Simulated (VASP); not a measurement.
# NaCl (Pm-3m) in VASP: a series of runs

The runs below take NaCl through G0W0 quasiparticle levels, with PBEsol.

Program: VASP 6.6.1. These are calculated values, not measurements. Logs are shortened: lines on timing, memory, paths and dates and some standing lists are left out, and cuts for length are marked.

**1. The crystal as given**

The structure is cubic, space group Pm-3m (No. 221). Conventional cell: a = 3.502 Å, b = 3.502 Å, c = 3.502 Å, α = 90.00°, β = 90.00°, γ = 90.00°. Cl (site symmetry m-3m) is surrounded by 8 Na at 3.03 Å. Na (site symmetry m-3m) has 8 Cl at 3.03 Å as nearest neighbours.

Measurements of this composition are mostly on another form, of space group No. 225.

**2. G0W0 quasiparticle levels, PBEsol**

POSCAR

```
NaCl
1.0
    3.5021900000      0.0000000000      0.0000000000
    0.0000000000      3.5021900000      0.0000000000
    0.0000000000      0.0000000000      3.5021900000
Cl Na
1 1
Direct
    0.5000000000      0.5000000000      0.5000000000
    0.0000000000      0.0000000000      0.0000000000
```

INCAR.step1

```
SYSTEM = NaCl
  ALGO = Normal
  EDIFF = 1E-8
  ENCUT = 500
  GGA = PS
  ISMEAR = 0
  LASPH = .TRUE.
  LCHARG = .FALSE.
  LREAL = .FALSE.
  LWAVE = .TRUE.
  NELM = 80
  PREC = Accurate
  SIGMA = 0.01
```

INCAR.step2

```
SYSTEM = NaCl
  ALGO = Exact
  EDIFF = 1E-8
  ENCUT = 500
  GGA = PS
  ISMEAR = 0
  ISTART = 1
  LASPH = .TRUE.
  LCHARG = .FALSE.
  LOPTICS = .TRUE.
  LREAL = .FALSE.
  LWAVE = .TRUE.
  NBANDS = 283
  NELM = 1
  PREC = Accurate
  SIGMA = 0.01
```

INCAR.step3

```
SYSTEM = NaCl
  ALGO = EVGW0
  EDIFF = 1E-8
  ENCUT = 500
  ENCUTGW = 200
  GGA = PS
  ISMEAR = 0
  ISTART = 1
  LASPH = .TRUE.
  LCHARG = .FALSE.
  LREAL = .FALSE.
  LWAVE = .FALSE.
  NBANDS = 283
  NBANDSGW = 16
  NELMGW = 1
  NOMEGA = 64
  PREC = Accurate
  PRECFOCK = Fast
  SIGMA = 0.01
```

KPOINTS

```
k-points
0
G
  4 4 4
  0 0 0
```

Potentials or basis: VASP PAW PBE potentials, release 64 (Cl_GW, Na_sv_GW).

The run is started by

```sh
$ cat potpaw_PBE.64/Cl_GW/POTCAR potpaw_PBE.64/Na_sv_GW/POTCAR > POTCAR
$ cp INCAR.step1 INCAR
$ mpirun -np 1 vasp_std > vasp.out
$ cp INCAR.step2 INCAR
$ mpirun -np 1 vasp_std > vasp.out
$ cp INCAR.step3 INCAR
$ mpirun -np 1 vasp_std > vasp.out
```

OUTCAR:

```text
SYSTEM = NaCl
   EDIFF = 1E-8
   ENCUT = 500
   ENCUTGW = 200
   GGA = PS
   ISMEAR = 0
   ISTART = 1
   LASPH = .TRUE.
   LREAL = .FALSE.
   NELMGW = 1
   PREC = Accurate
   PRECFOCK = Fast

 ion  position               nearest neighbor table
   1  0.500  0.500  0.500-
   2  0.000  0.000  0.000-

  LATTYP: Found a simple cubic cell.
 ALAT       =     3.5021900000

  Lattice vectors:

 A1 = (   3.5021900000,   0.0000000000,   0.0000000000)
 A2 = (   0.0000000000,   3.5021900000,   0.0000000000)
 A3 = (   0.0000000000,   0.0000000000,   3.5021900000)

Analysis of symmetry for initial positions (statically):
=====================================================================
 Subroutine PRICEL returns:
 Original cell was already a primitive cell.

 Routine SETGRP: Setting up the symmetry group for a
 simple cubic supercell.

 Subroutine GETGRP returns: Found 48 space group operations
 (whereof 48 operations were pure point group operations)
 out of a pool of 48 trial point group operations.

The static configuration has the point symmetry O_h .

Analysis of symmetry for dynamics (positions and initial velocities):
=====================================================================
 Subroutine PRICEL returns:
 Original cell was already a primitive cell.

 Routine SETGRP: Setting up the symmetry group for a
 simple cubic supercell.

 Subroutine GETGRP returns: Found 48 space group operations
 (whereof 48 operations were pure point group operations)
 out of a pool of 48 trial point group operations.

The dynamic configuration has the point symmetry O_h .

 Subroutine INISYM returns: Found 48 space group operations
 (whereof 48 operations are pure point group operations),
 and found     1 'primitive' translations

----------------------------------------------------------------------------------------

                                     Primitive cell

  volume of cell :      42.9555

  direct lattice vectors                    reciprocal lattice vectors
     3.502190000  0.000000000  0.000000000     0.285535622  0.000000000  0.000000000
     0.000000000  3.502190000  0.000000000     0.000000000  0.285535622  0.000000000
     0.000000000  0.000000000  3.502190000     0.000000000  0.000000000  0.285535622

  length of vectors
     3.502190000  3.502190000  3.502190000     0.285535622  0.285535622  0.285535622

  position of ions in fractional coordinates (direct lattice)
     0.500000000  0.500000000  0.500000000
     0.000000000  0.000000000  0.000000000

  ion indices of the primitive-cell ions
   primitive index   ion index
                 1           1
                 2           2

----------------------------------------------------------------------------------------

 KPOINTS: k-points

Automatic generation of k-mesh.
 Grid dimensions read from file:
 generate k-points for:    4    4    4

 Generating k-lattice:

  Cartesian coordinates                     Fractional coordinates (reciprocal lattice)
     0.071383905  0.000000000  0.000000000     0.250000000  0.000000000  0.000000000
     0.000000000  0.071383905  0.000000000     0.000000000  0.250000000  0.000000000
     0.000000000  0.000000000  0.071383905     0.000000000  0.000000000  0.250000000

  Length of vectors
     0.071383905  0.071383905  0.071383905

  Shift w.r.t. Gamma in fractional coordinates (k-lattice)
     0.000000000  0.000000000  0.000000000

 Subroutine IBZKPT returns following result:
 ===========================================

 Found     10 irreducible k-points:

 Following reciprocal coordinates:
            Coordinates               Weight
  0.000000  0.000000  0.000000      1.000000
  0.250000  0.000000  0.000000      6.000000
  0.500000  0.000000  0.000000      3.000000
  0.250000  0.250000  0.000000     12.000000
  0.500000  0.250000  0.000000     12.000000
  0.500000  0.500000  0.000000      3.000000
  0.250000  0.250000  0.250000      8.000000
  0.500000  0.250000  0.250000     12.000000
  0.500000  0.500000  0.250000      6.000000
  0.500000  0.500000  0.500000      1.000000
   k-points           NKPTS =     10   k-points in BZ     NKDIM =     64   number of bands    NBANDS=    283
   number of dos      NEDOS =    301   number of ions     NIONS =      2
   total plane-waves  NPLWV =  21952
   dimension x,y,z NGX =    28 NGY =   28 NGZ =   28
   dimension x,y,z NGXF=    56 NGYF=   56 NGZF=   56
   ions per type =               1   1
   NGX,Y,Z   is equivalent  to a cutoff of  13.29, 13.29, 13.29 a.u.
   NGXF,Y,Z  is equivalent  to a cutoff of  26.58, 26.58, 26.58 a.u.
 SYSTEM =  NaCl
   PREC   = accura    normal or accurate (medium, high low for compatibility)
   ISTART =      1    job   : 0-new  1-cont  2-samecut
   ICHARG =      0    charge: 1-file 2-atom 10-const
   ISPIN  =      1    spin polarized calculation?
   LNONCOLLINEAR =      F non collinear calculations
   LSORBIT =      F    spin-orbit coupling
   LASPH  =      T    aspherical Exc in radial PAW
   ENCUT  =  500.0 eV  36.75 Ry    6.06 a.u.   6.39  6.39  6.39*2*pi/ulx,y,z
   NELM   =     60;   NELMIN=  2; NELMDL=  0     # of ELM steps
   EDIFF  = 0.1E-07   stopping-criterion for ELM
   LREAL  =      F    real-space projection
   EDIFFG = 0.1E-06   stopping-criterion for IOM
   NSW    =      0    number of steps for IOM
   IBRION =     -1    ionic relax: 0-MD 1-quasi-New 2-CG
   NFREE  =      0    steps in history (QN), initial steepest desc. (CG)
   ISIF   =      0    stress and relaxation
   ISYM   =      3    0-nonsym 1-usesym 2-fastsym
   POTIM  = 0.5000    time-step for ionic-motion
   TEBEG  =    0.0;   TEEND  =   0.0 temperature during run
   PSTRESS=    0.0 pullay stress
   NELECT =      16.0000    total number of electrons
   NUPDOWN=      -1.0000    fix difference up-down
   EMIN   =  10.00;   EMAX   =-10.00  energy-range for DOS
   EFERMI =   0.00;   METHOD = LEGACY
   ISMEAR =     0;   SIGMA  =   0.01  broadening in eV -4-tet -1-fermi 0-gaus
   EFERMI_NEDOS =   21; number of points for ismear=-14 and -15
   IALGO  =     38    algorithm
   IMIX   =      4    mixing-type and parameters
     AMIX     =   0.40;   BMIX     =  1.00
     AMIX_MAG =   1.60;   BMIX_MAG =  1.00
  volume/ion in A,a.u.               =      21.48       144.94
  Fermi-wavevector in a.u.,A,eV,Ry     =   1.177900  2.225908 18.877385  1.387449
  Thomas-Fermi vector in A             =   2.314239
   LORBIT       =      0    0 simple, 1 ext, 2 COOP (PROOUT), +10 PAW based schemes
   GGA     = PS    functional components
   LHFCALC =     T    Hartree Fock is set to
   PRECFOCK=fast      Normal, Fast or Accurate (Low or Medium for compatibility)
   ENCUT4O =  -1.0   cutoff for four orbital integrals eV
   NKREDX  =     1    reduce k-point grid by
   NKREDY  =     1    reduce k-point grid by
   NKREDZ  =     1    reduce k-point grid by
   AEXX    =    1.0000 exact exchange contribution
   HFSCREEN=    0.0000 screening length (either q_TF or 0.3 A-1)
   HFSCREENC=   0.0000 screening length for correlation (either q_TF or 0.3 A-1)
   ENCUTFOCK=  -1.0 apply spherical cutoff to Coloumb kernel
   IVDW    =     0    specifies the selected vdW correction
   LEPSILON=     F    determine dielectric tensor
   LRPA    =     F    only Hartree local field effects (RPA)
   LRPAFORCE           =     F    calculate RPA forces
   ENCUTGW             = 200.0    cutoff for response function in eV
   ENCUTGWSOFT         = 160.0    soft cutoff for Coulomb kernel in GW response function in eV
   ENCUTLF             =  -1.0    cutoff for local field effects
   NELMGW              =     1    number of iterations in solving QP/BSE equation
   NELMHF              =     1    number of iterations in the inner HF iteration
   NKREDLFX            =     1    NKREDLFY  =   1   NKREDLFZ  =   1
 non-spin polarized calculation
 Gauss-broadening in eV      SIGMA  =   0.01
  energy-cutoff  :      500.00
  volume of cell :       42.96
 maximum number of plane-waves:      1108
 NGX is ok and might be reduce to    28
  NGX = 14; NGY = 14; NGZ = 14
   NGX = 13   NGY = 13   NGZ = 13
 maximum number of plane-waves:       288

 QP shifts <psi_nk| G(iteration)W_0 |psi_nk>: iteration 1
 for sc-GW calculations column KS-energies equals QP-energies in previous step
 and V_xc(KS)=  KS-energies - (<T + V_ion + V_H > + <T+V_H+V_ion>^1  + <V_x>^1)

 k-point   1 :       0.0000    0.0000    0.0000
  band No.  KS-energies  QP-energies   sigma(KS)   V_xc(KS)     V^pw_x(r,r')   Z            occupation Imag(sigma)

      1     -49.6671     -58.4965     -40.2966     -28.8833     -49.0536       0.7736       2.0000       0.4826
      2     -21.7554     -27.3946     -35.2312     -28.1399     -41.3601       0.7952       2.0000       0.1903
      3     -21.7554     -27.3946     -35.2312     -28.1399     -41.3601       0.7952       2.0000       0.1903
      4     -21.7554     -27.3946     -35.2312     -28.1399     -41.3601       0.7952       2.0000       0.1903
      5     -13.1956     -14.6629     -16.8993     -14.7336     -24.0894       0.6775       2.0000       1.5446
      6      -0.3299      -2.2427     -16.7471     -14.2826     -18.6175       0.7762       2.0000       0.1518
[... 8 lines left out ...]
     15      15.7545      17.0158      -7.8796      -9.4381      -3.5000       0.8093       0.0000      -0.4393
     16      15.7545      17.0158      -7.8796      -9.4381      -3.5000       0.8093       0.0000      -0.4393

 k-point   2 :       0.2500    0.0000    0.0000
  band No.  KS-energies  QP-energies   sigma(KS)   V_xc(KS)     V^pw_x(r,r')   Z            occupation Imag(sigma)

      1     -49.6663     -58.5195     -40.2982     -28.8848     -49.0554       0.7757       2.0000       0.4825
      2     -21.7768     -27.3688     -35.1555     -28.0735     -41.2840       0.7896       2.0000       0.1968
      3     -21.7539     -27.4020     -35.2344     -28.1455     -41.3637       0.7968       2.0000       0.1900
      4     -21.7539     -27.4020     -35.2344     -28.1455     -41.3637       0.7968       2.0000       0.1900
      5     -13.0214     -14.4852     -17.0863     -14.9249     -24.2304       0.6772       2.0000       1.4942
      6      -1.7826      -3.7533     -15.2579     -12.7041     -17.3084       0.7717       2.0000       0.1889
[... 8 lines left out ...]
     15      15.5724      16.4305      -6.2584      -7.3148      -1.9186       0.8122       0.0000      -0.4657
     16      16.0591      17.6577      -9.5999     -11.6029      -4.8973       0.7981       0.0000      -0.3893

 k-point   3 :       0.5000    0.0000    0.0000
  band No.  KS-energies  QP-energies   sigma(KS)   V_xc(KS)     V^pw_x(r,r')   Z            occupation Imag(sigma)

      1     -49.6656     -58.5201     -40.2987     -28.8864     -49.0562       0.7759       2.0000       0.4824
      2     -21.7978     -27.3534     -35.0801     -28.0084     -41.2084       0.7856       2.0000       0.2032
      3     -21.7521     -27.4111     -35.2381     -28.1513     -41.3681       0.7985       2.0000       0.1896
      4     -21.7521     -27.4111     -35.2381     -28.1513     -41.3681       0.7985       2.0000       0.1896
      5     -12.8329     -14.2922     -17.3012     -15.1463     -24.3981       0.6772       2.0000       1.4424
      6      -2.8255      -4.8718     -14.6435     -11.9617     -16.9568       0.7630       2.0000       0.2354
[... 114 lines left out ...]
      1     -49.6632     -58.6464     -40.3015     -28.8913     -49.0596       0.7873       2.0000       0.4821
      2     -21.7856     -27.3807     -35.1389     -28.0581     -41.2601       0.7902       2.0000       0.1915
      3     -21.7856     -27.3807     -35.1389     -28.0581     -41.2601       0.7902       2.0000       0.1915
      4     -21.7658     -27.4081     -35.1972     -28.1142     -41.3238       0.7966       2.0000       0.1899
      5     -12.4277     -13.8702     -17.5437     -15.4264     -24.5390       0.6813       2.0000       1.3535
      6      -1.9365      -3.9686     -15.6275     -12.9862     -17.8296       0.7694       2.0000       0.2013
[... 8 lines left out ...]
     15      14.8899      16.0890      -8.6155     -10.1264      -4.0267       0.7936       0.0000      -0.4208
     16      18.6901      20.4444     -10.9687     -13.2046      -5.4686       0.7846       0.0000      -0.6149

 k-point  10 :       0.5000    0.5000    0.5000
  band No.  KS-energies  QP-energies   sigma(KS)   V_xc(KS)     V^pw_x(r,r')   Z            occupation Imag(sigma)

      1     -49.6624     -58.6519     -40.3020     -28.8929     -49.0602       0.7879       2.0000       0.4821
      2     -21.7828     -27.3797     -35.1456     -28.0679     -41.2680       0.7908       2.0000       0.1908
      3     -21.7828     -27.3797     -35.1456     -28.0679     -41.2680       0.7908       2.0000       0.1908
      4     -21.7828     -27.3797     -35.1456     -28.0679     -41.2680       0.7908       2.0000       0.1908
      5     -12.2847     -13.7203     -17.6613     -15.5533     -24.6206       0.6810       2.0000       1.3242
      6      -1.7106      -3.7300     -15.8228     -13.1948     -17.9841       0.7684       2.0000       0.1940
[... 8 lines left out ...]
     15      15.8764      17.0000      -8.5231      -9.9372      -3.7611       0.7946       0.0000      -0.4971
     16      18.8628      20.6468     -11.1143     -13.3957      -5.5580       0.7820       0.0000      -0.6782
```

Run time: 11 min. Hardware: 1 thread of AMD EPYC 7R43 (Zen 3), shared host; peak memory 0.64 GiB.

What came out:

```
Band gap on the k mesh, mean-field level : 3.87 eV, indirect (least direct gap 4.37 eV)
Quasiparticle gap                        : 6.64 eV
Least direct quasiparticle gap           : 7.17 eV
```

Levels at points of the mesh, in eV from the valence-band top:
```tsv
k point	band 6	band 7	band 8	band 9	band 10	band 11
(0.00, 0.00, 0.00)	-0.50	-0.50	-0.50	3.87	8.34	8.34
(0.50, 0.00, 0.00)	-3.00	-0.26	-0.26	6.72	8.53	10.24
(0.50, 0.50, 0.00)	-2.31	-2.31	0.00	5.43	9.65	10.86
(0.50, 0.50, 0.50)	-1.88	-1.88	-1.88	6.92	6.92	6.92
```

Caveat: the k mesh is coarse (spacing up to 0.45 Å⁻¹), so the values aren't converged; bands, screening cutoff and mesh are small and nothing is extrapolated, so the quasiparticle values aren't converged. A k mesh can miss the band edges.

[end of part 1 of 2]
